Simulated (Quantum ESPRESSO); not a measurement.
# Si2W (I4/mmm) in Quantum ESPRESSO: further runs

Runs on Si2W. Level: PBEsol. Tasks: band structure.

Everything below comes from runs of Quantum ESPRESSO 7.5. Logs are shortened: lines on timing, memory, paths and dates and some standing lists are left out, and cuts for length are marked.

## 1. The crystal as given

Symmetry: I4/mmm, No. 139, tetragonal system. The conventional cell has a = 3.214 Å, b = 3.214 Å, c = 7.830 Å, α = 90.00°, β = 90.00°, γ = 90.00°. W (site symmetry 4/mmm) has 10 Si at 2.62 Å as nearest neighbours. Si (site symmetry 4mm) has 5 Si at 2.59 to 2.63 Å and 5 W at 2.62 Å as nearest neighbours.

## 2. Band structure, PBEsol

Contents of pw.in:

```
&CONTROL
  calculation = 'scf'
  prefix = 'pwscf'
  outdir = './tmp'
  pseudo_dir = './pseudo'
  tprnfor = .true.
  tstress = .true.
  disk_io = 'low'
/
&SYSTEM
  ibrav = 0
  celldm(1) = 8
  nat = 3
  ntyp = 2
  ecutwfc = 74
  nbnd = 18
  occupations = 'smearing'
  smearing = 'fd'
  degauss = 0.00367493
/
&ELECTRONS
  conv_thr = 6d-10
  electron_maxstep = 120
  mixing_beta = 0.5
/
ATOMIC_SPECIES
W    183.8400 W.upf
Si    28.0850 Si.upf
CELL_PARAMETERS alat
 -0.3795751137076   0.3795751137076   0.9247729114505
  0.3795751137076  -0.3795751137076   0.9247729114505
  0.3795751137076   0.3795751137076  -0.9247729114505
ATOMIC_POSITIONS crystal
W      0.0000000000    0.0000000000    0.0000000000
Si     0.6653000000    0.6653000000    0.0000000000
Si     0.3347000000    0.3347000000    0.0000000000
K_POINTS automatic
12 12 12 0 0 0
```

Contents of bands.in:

```
&CONTROL
  calculation = 'bands'
  prefix = 'pwscf'
  outdir = './tmp'
  pseudo_dir = './pseudo'
  disk_io = 'low'
  verbosity = 'high'
/
&SYSTEM
  ibrav = 0
  celldm(1) = 8
  nat = 3
  ntyp = 2
  ecutwfc = 74
  nbnd = 18
  occupations = 'smearing'
  smearing = 'fd'
  degauss = 0.00367493
/
&ELECTRONS
  conv_thr = 1d-08
  electron_maxstep = 120
  mixing_beta = 0.5
  diago_full_acc = .true.
  startingwfc = 'random'
/
ATOMIC_SPECIES
W    183.8400 W.upf
Si    28.0850 Si.upf
CELL_PARAMETERS alat
 -0.3795751137076   0.3795751137076   0.9247729114505
  0.3795751137076  -0.3795751137076   0.9247729114505
  0.3795751137076   0.3795751137076  -0.9247729114505
ATOMIC_POSITIONS crystal
W      0.0000000000    0.0000000000    0.0000000000
Si     0.6653000000    0.6653000000    0.0000000000
Si     0.3347000000    0.3347000000    0.0000000000
K_POINTS crystal
60
 0.0000000000  0.0000000000  0.0000000000 1
 0.0000000000  0.0000000000  0.0555555556 1
 0.0000000000  0.0000000000  0.1111111111 1
 0.0000000000  0.0000000000  0.1666666667 1
 0.0000000000  0.0000000000  0.2222222222 1
 0.0000000000  0.0000000000  0.2777777778 1
 0.0000000000  0.0000000000  0.3333333333 1
 0.0000000000  0.0000000000  0.3888888889 1
 0.0000000000  0.0000000000  0.4444444444 1
 0.0000000000  0.0000000000  0.5000000000 1
-0.0842355210  0.0842355210  0.5000000000 1
-0.1258119689  0.1258119689  0.4584235521 1
-0.1673884168  0.1673884168  0.4168471042 1
-0.2089648647  0.2089648647  0.3752706563 1
-0.2505413126  0.2505413126  0.3336942084 1
-0.2921177605  0.2921177605  0.2921177605 1
-0.2503866518  0.2503866518  0.2503866518 1
-0.2086555432  0.2086555432  0.2086555432 1
-0.1669244346  0.1669244346  0.1669244346 1
-0.1251933259  0.1251933259  0.1251933259 1
-0.0834622173  0.0834622173  0.0834622173 1
-0.0417311086  0.0417311086  0.0417311086 1
 0.0000000000  0.0000000000  0.0000000000 1
 0.1000000000  0.1000000000 -0.1000000000 1
 0.2000000000  0.2000000000 -0.2000000000 1
 0.3000000000  0.3000000000 -0.3000000000 1
 0.4000000000  0.4000000000 -0.4000000000 1
 0.5000000000  0.5000000000 -0.5000000000 1
 0.4584235521  0.5415764479 -0.4584235521 1
 0.4168471042  0.5831528958 -0.4168471042 1
 0.3752706563  0.6247293437 -0.3752706563 1
 0.3336942084  0.6663057916 -0.3336942084 1
 0.2921177605  0.7078822395 -0.2921177605 1
 0.1947451737  0.6385881597 -0.1947451737 1
 0.0973725868  0.5692940798 -0.0973725868 1
 0.0000000000  0.5000000000  0.0000000000 1
 0.0357142857  0.4642857143  0.0357142857 1
 0.0714285714  0.4285714286  0.0714285714 1
 0.1071428571  0.3928571429  0.1071428571 1
 0.1428571429  0.3571428571  0.1428571429 1
 0.1785714286  0.3214285714  0.1785714286 1
 0.2142857143  0.2857142857  0.2142857143 1
 0.2500000000  0.2500000000  0.2500000000 1
 0.3333333333  0.3333333333  0.1385881597 1
 0.4166666667  0.4166666667  0.0271763193 1
 0.5000000000  0.5000000000 -0.0842355210 1
 0.5000000000  0.5000000000 -0.1258119689 1
 0.5000000000  0.5000000000 -0.1673884168 1
 0.5000000000  0.5000000000 -0.2089648647 1
 0.5000000000  0.5000000000 -0.2505413126 1
 0.5000000000  0.5000000000 -0.2921177605 1
 0.5000000000  0.5000000000 -0.3336942084 1
 0.5000000000  0.5000000000 -0.3752706563 1
 0.5000000000  0.5000000000 -0.4168471042 1
 0.5000000000  0.5000000000 -0.4584235521 1
 0.5000000000  0.5000000000 -0.5000000000 1
 0.0000000000  0.0000000000  0.5000000000 1
 0.0833333333  0.0833333333  0.4166666667 1
 0.1666666667  0.1666666667  0.3333333333 1
 0.2500000000  0.2500000000  0.2500000000 1
```

Potentials or basis: PseudoDojo 0.4.1 SR PBEsol standard.

Launch:

```sh
> OMP_NUM_THREADS=1 mpirun -n 2 pw.x -nk 2 -in pw.in > pw.out
> OMP_NUM_THREADS=1 mpirun -n 2 pw.x -nk 2 -in bands.in > bands.out
```

pw.out:

```text
This program is part of the open-source Quantum ESPRESSO suite
     for quantum simulation of materials; please cite
[... 13 lines left out ...]
     --------------------
     sticks:   dense  smooth     PW     G-vecs:    dense   smooth      PW
     Sum        1503    1503    511                23469    23469    4775

     Using Slab Decomposition

     bravais-lattice index     =            0
     lattice parameter (alat)  =       8.0000  a.u.
     unit-cell volume          =     272.8730 (a.u.)^3
     number of atoms/cell      =            3
     number of atomic types    =            2
     number of electrons       =        22.00
     number of Kohn-Sham states=           18
     kinetic-energy cutoff     =      74.0000  Ry
     charge density cutoff     =     296.0000  Ry
     scf convergence threshold =      6.0E-10
     mixing beta               =       0.5000
     number of iterations used =            8  plain     mixing
     Exchange-correlation= PBESOL
                           (   1   4  10   8   0   0   0)

     celldm(1)=   8.000000  celldm(2)=   0.000000  celldm(3)=   0.000000
     celldm(4)=   0.000000  celldm(5)=   0.000000  celldm(6)=   0.000000

     crystal axes: (cart. coord. in units of alat)
               a(1) = (  -0.379575   0.379575   0.924773 )
               a(2) = (   0.379575  -0.379575   0.924773 )
               a(3) = (   0.379575   0.379575  -0.924773 )

     reciprocal axes: (cart. coord. in units 2 pi/alat)
               b(1) = ( -0.000000  1.317262  0.540673 )
               b(2) = (  1.317262 -0.000000  0.540673 )
               b(3) = (  1.317262  1.317262  0.000000 )

     PseudoPot. # 1 for W  read from file:
     W.upf
     Pseudo is Norm-conserving + core correction, Zval = 14.0
     Generated using ONCVPSP code by D. R. Hamann
     Using radial grid of 1396 points,  8 beta functions with:
                l(1) =   0
                l(2) =   0
                l(3) =   1
                l(4) =   1
                l(5) =   2
                l(6) =   2
                l(7) =   3
                l(8) =   3

     PseudoPot. # 2 for Si read from file:
     Si.upf
     Pseudo is Norm-conserving + core correction, Zval =  4.0
     Generated using ONCVPSP code by D. R. Hamann
     Using radial grid of 1510 points,  6 beta functions with:
                l(1) =   0
                l(2) =   0
                l(3) =   1
                l(4) =   1
                l(5) =   2
                l(6) =   2

     atomic species   valence    mass     pseudopotential
     W                14.00   183.84000     W ( 1.00)
     Si                4.00    28.08500     Si( 1.00)

     16 Sym. Ops., with inversion, found

   Cartesian axes

     site n.     atom                  positions (alat units)
         1        W      tau(   1) = (   0.0000000   0.0000000   0.0000000  )
         2        Si     tau(   2) = (   0.0000000   0.0000000   1.2305028  )
         3        Si     tau(   3) = (  -0.0000000  -0.0000000   0.6190430  )

     number of k points=   163  Fermi-Dirac smearing, width (Ry)=  0.0037

     Number of k-points >= 100: set verbosity='high' to print them.

     Dense  grid:    23469 G-vectors     FFT dimensions: (  48,  48,  48)

     Initial potential from superposition of free atoms

     starting charge      21.9983, renormalised to      22.0000
     Starting wfcs are   18 randomized atomic wfcs

     Self-consistent Calculation

     iteration #  1     ecut=    74.00 Ry     beta= 0.50
     Davidson diagonalization with overlap
     ethr =  1.00E-02,  avg # of iterations =  4.9

     Threshold (ethr) on eigenvalues was too large:
     Diagonalizing with lowered threshold

     Davidson diagonalization with overlap
     ethr =  1.63E-04,  avg # of iterations =  5.1

     total energy              =    -168.68692814 Ry
     estimated scf accuracy    <       0.03772819 Ry

     iteration #  2     ecut=    74.00 Ry     beta= 0.50
     Davidson diagonalization with overlap
     ethr =  1.71E-04,  avg # of iterations =  1.1

     total energy              =    -168.68671402 Ry
     estimated scf accuracy    <       0.00601905 Ry

     iteration #  3     ecut=    74.00 Ry     beta= 0.50
     Davidson diagonalization with overlap
     ethr =  2.74E-05,  avg # of iterations =  2.5

     total energy              =    -168.68721426 Ry
     estimated scf accuracy    <       0.00065575 Ry

     iteration #  4     ecut=    74.00 Ry     beta= 0.50
     Davidson diagonalization with overlap
     ethr =  2.98E-06,  avg # of iterations =  4.3

     total energy              =    -168.68736397 Ry
     estimated scf accuracy    <       0.00011556 Ry

     iteration #  5     ecut=    74.00 Ry     beta= 0.50
     Davidson diagonalization with overlap
     ethr =  5.25E-07,  avg # of iterations =  1.6

     total energy              =    -168.68738285 Ry
     estimated scf accuracy    <       0.00000488 Ry

     iteration #  6     ecut=    74.00 Ry     beta= 0.50
     Davidson diagonalization with overlap
     ethr =  2.22E-08,  avg # of iterations =  3.2

     total energy              =    -168.68738403 Ry
     estimated scf accuracy    <       0.00000019 Ry

     iteration #  7     ecut=    74.00 Ry     beta= 0.50
     Davidson diagonalization with overlap
     ethr =  8.78E-10,  avg # of iterations =  3.7

     total energy              =    -168.68738412 Ry
     estimated scf accuracy    <       0.00000004 Ry

     iteration #  8     ecut=    74.00 Ry     beta= 0.50
     Davidson diagonalization with overlap
     ethr =  2.01E-10,  avg # of iterations =  2.1

     total energy              =    -168.68738413 Ry
     estimated scf accuracy    <          1.1E-09 Ry

     iteration #  9     ecut=    74.00 Ry     beta= 0.50
     Davidson diagonalization with overlap
     ethr =  5.23E-12,  avg # of iterations =  3.3

     End of self-consistent calculation

     Number of k-points >= 100: set verbosity='high' to print the bands.

     the Fermi energy is    16.6246 ev

!    total energy              =    -168.68738413 Ry
     estimated scf accuracy    <          7.5E-12 Ry
     smearing contrib. (-TS)   =      -0.00014259 Ry
     internal energy E=F+TS    =    -168.68724154 Ry

     The total energy is F=E-TS. E is the sum of the following terms:
     one-electron contribution =     -31.50416460 Ry
     hartree contribution      =      27.58492982 Ry
     xc contribution           =     -39.49084450 Ry
     ewald contribution        =    -125.27716226 Ry

     convergence has been achieved in   9 iterations

     Forces acting on atoms (cartesian axes, Ry/au):

     atom    1 type  1   force =    -0.00000000   -0.00000000   -0.00000000
     atom    2 type  2   force =    -0.00000000   -0.00000000    0.00094695
     atom    3 type  2   force =     0.00000000   -0.00000000   -0.00094695

     Total force =     0.001339     Total SCF correction =     0.000002

     Computing stress (Cartesian axis) and pressure

          total   stress  (Ry/bohr**3)                   (kbar)     P=      -19.64
  -0.00014586  -0.00000000   0.00000000          -21.46       -0.00        0.00
  -0.00000000  -0.00014586  -0.00000000           -0.00      -21.46       -0.00
  -0.00000000  -0.00000000  -0.00010887           -0.00       -0.00      -16.02

=------------------------------------------------------------------------------=
   JOB DONE.
=------------------------------------------------------------------------------=
```

Run time: 5.3 min. Hardware: 2 MPI ranks of Intel Xeon at 2.50GHz (Skylake/Cascade Lake), shared host; peak memory 0.28 GiB.

What came out:

| Property | Result |
| --- | --- |
| Free energy | -2295.1088 eV |
| Pressure | -2.0 GPa |
| Largest force | 0.024 eV/Å |
| Band gap on the k mesh | none (metal or under the smearing width) |

Forces on the atoms (eV/Å):
```
W    0.000  0.000  0.000
Si   0.000  0.000  0.024
Si   0.000  0.000 -0.024
```

Stress tensor (GPa, compression positive):
```
-2.15  0.00  0.00
 0.00 -2.15  0.00
 0.00  0.00 -1.60
```

Levels at the corners of the path, in eV from the Fermi level:
| point | band 9 | band 10 | band 11 | band 12 | band 13 | band 14 |
| --- | --- | --- | --- | --- | --- | --- |
| Γ | -2.85 | -2.85 | 0.59 | 2.75 | 2.91 | 3.07 |
| X | -5.03 | -3.27 | -1.77 | 2.80 | 2.93 | 3.09 |
| Y | -4.08 | -3.13 | -2.33 | 1.97 | 2.10 | 3.00 |
| S | -2.72 | -2.48 | -0.34 | 1.76 | 2.49 | 3.53 |
| Γ | -2.85 | -2.85 | 0.59 | 2.75 | 2.91 | 3.07 |
| Z | -0.84 | -0.84 | -0.52 | -0.52 | 0.77 | 4.51 |
| S1 | -2.72 | -2.48 | -0.34 | 1.76 | 2.49 | 3.53 |
| N | -2.81 | -2.79 | -0.46 | 2.66 | 2.79 | 3.93 |
| P | -3.02 | -2.44 | -2.44 | 0.07 | 2.93 | 3.57 |
| Y1 | -4.08 | -3.13 | -2.33 | 1.97 | 2.10 | 3.00 |
| Z | -0.84 | -0.84 | -0.52 | -0.52 | 0.77 | 4.51 |
| X | -5.03 | -3.27 | -1.77 | 2.80 | 2.93 | 3.09 |
| P | -3.02 | -2.44 | -2.44 | 0.07 | 2.93 | 3.57 |

Caveat: spin-orbit coupling is left out, which moves the levels of the heavy elements.

## 3. Band structure, PBEsol, spin-orbit coupling, no magnetisation

Changes to pw.in since step 2:

```diff
@@ -15,3 +15,3 @@
   ecutwfc = 74
-  nbnd = 18
+  nbnd = 36
   occupations = 'smearing'
@@ -19,2 +19,4 @@
   degauss = 0.00367493
+  noncolin = .true.
+  lspinorb = .true.
 /
```

Changes to bands.in since step 2:

```diff
@@ -14,3 +14,3 @@
   ecutwfc = 74
-  nbnd = 18
+  nbnd = 36
   occupations = 'smearing'
@@ -18,2 +18,4 @@
   degauss = 0.00367493
+  noncolin = .true.
+  lspinorb = .true.
 /
```

Potentials or basis: PseudoDojo 0.4 FR PBEsol standard.

Launch:

```sh
> OMP_NUM_THREADS=1 mpirun -n 2 pw.x -nk 2 -in pw.in > pw.out
> OMP_NUM_THREADS=1 mpirun -n 2 pw.x -nk 2 -in bands.in > bands.out
```

Wall time 30 min (2 MPI ranks of Intel Xeon at 2.50GHz (Skylake/Cascade Lake), shared host); peak memory 0.78 GiB.

It converged, with:

| Property | Result |
| --- | --- |
| Free energy | -2299.0772 eV |
| Pressure | -1.8 GPa |
| Largest force | 0.038 eV/Å |
| Band gap on the k mesh | none (metal or under the smearing width) |

Forces in eV/Å, atoms in the order of the input:
```
W    0.000  0.000  0.000
Si   0.000  0.000  0.038
Si   0.000  0.000 -0.038
```

Stress tensor (GPa, compression positive):
```
-1.96  0.00  0.00
 0.00 -1.96  0.00
 0.00  0.00 -1.49
```

Levels at the corners of the path, in eV from the Fermi level:
| point | band 18 | band 19 | band 20 | band 21 | band 22 | band 23 | band 24 | band 25 | band 26 | band 27 |
| --- | --- | --- | --- | --- | --- | --- | --- | --- | --- | --- |
| Γ | -2.94 | -2.78 | -2.78 | 0.61 | 0.61 | 2.43 | 2.43 | 2.89 | 2.89 | 3.08 |
| X | -5.04 | -3.29 | -3.29 | -1.82 | -1.82 | 2.76 | 2.76 | 2.87 | 2.87 | 3.05 |
| Y | -4.11 | -3.15 | -3.15 | -2.36 | -2.36 | 1.88 | 1.88 | 2.16 | 2.16 | 3.02 |
| S | -2.73 | -2.50 | -2.50 | -0.33 | -0.33 | 1.76 | 1.76 | 2.48 | 2.48 | 3.54 |
| Γ | -2.94 | -2.78 | -2.78 | 0.61 | 0.61 | 2.43 | 2.43 | 2.89 | 2.89 | 3.08 |
| Z | -1.01 | -0.72 | -0.72 | -0.63 | -0.63 | -0.42 | -0.42 | 0.81 | 0.81 | 4.49 |
| S1 | -2.73 | -2.50 | -2.50 | -0.33 | -0.33 | 1.76 | 1.76 | 2.48 | 2.48 | 3.54 |
| N | -2.89 | -2.76 | -2.76 | -0.44 | -0.44 | 2.65 | 2.65 | 2.76 | 2.76 | 3.90 |
| P | -3.15 | -2.56 | -2.56 | -2.29 | -2.29 | 0.06 | 0.06 | 2.88 | 2.88 | 3.52 |
| Y1 | -4.11 | -3.15 | -3.15 | -2.36 | -2.36 | 1.88 | 1.88 | 2.16 | 2.16 | 3.02 |
| Z | -1.01 | -0.72 | -0.72 | -0.63 | -0.63 | -0.42 | -0.42 | 0.81 | 0.81 | 4.49 |
| X | -5.04 | -3.29 | -3.29 | -1.82 | -1.82 | 2.76 | 2.76 | 2.87 | 2.87 | 3.05 |
| P | -3.15 | -2.56 | -2.56 | -2.29 | -2.29 | 0.06 | 0.06 | 2.88 | 2.88 | 3.52 |
